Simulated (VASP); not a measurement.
BeTe, 2 atoms in the cell. The structure is cubic, space group F-43m (No. 216). The conventional cell has a = 5.540 Å, b = 5.540 Å, c = 5.540 Å, α = 90.00°, β = 90.00°, γ = 90.00°. Te (site symmetry -43m) has 4 Be at 2.40 Å as nearest neighbours. Around Be (site symmetry -43m) lie 4 Te at 2.40 Å. 

* Program: VASP 6.6.1
* Task: single point
* Functional: PBE
* Potentials or basis: VASP PAW PBE potentials, release 64 (Te, Be)
* Cutoff: 520 eV
* k mesh: 6 × 6 × 6
* Occupations: fermi-dirac, width 0.03 eV
* Spin: no spin polarisation
* Dipole correction: no
* Further INCAR settings: ALGO = Normal; EDIFF = 1e-07; NBANDS = 11

Potentials or basis: VASP PAW PBE potentials, release 64 (Te, Be).

The run is started by

```sh
$ cat potpaw_PBE.64/Te/POTCAR potpaw_PBE.64/Be/POTCAR > POTCAR
$ mpirun -np 1 vasp_std > vasp.out
```

Hardware: 1 thread of Intel(R) Xeon(R) 6975P-C (Granite Rapids), on a shared host.

**Question.** Estimate the wall time of this run.

**Answer.** It took 6.5 s on 1 thread of Intel(R) Xeon(R) 6975P-C (Granite Rapids), on a shared host, peak memory 0.17 GiB. Counts: scf iterations 15, k points 16.
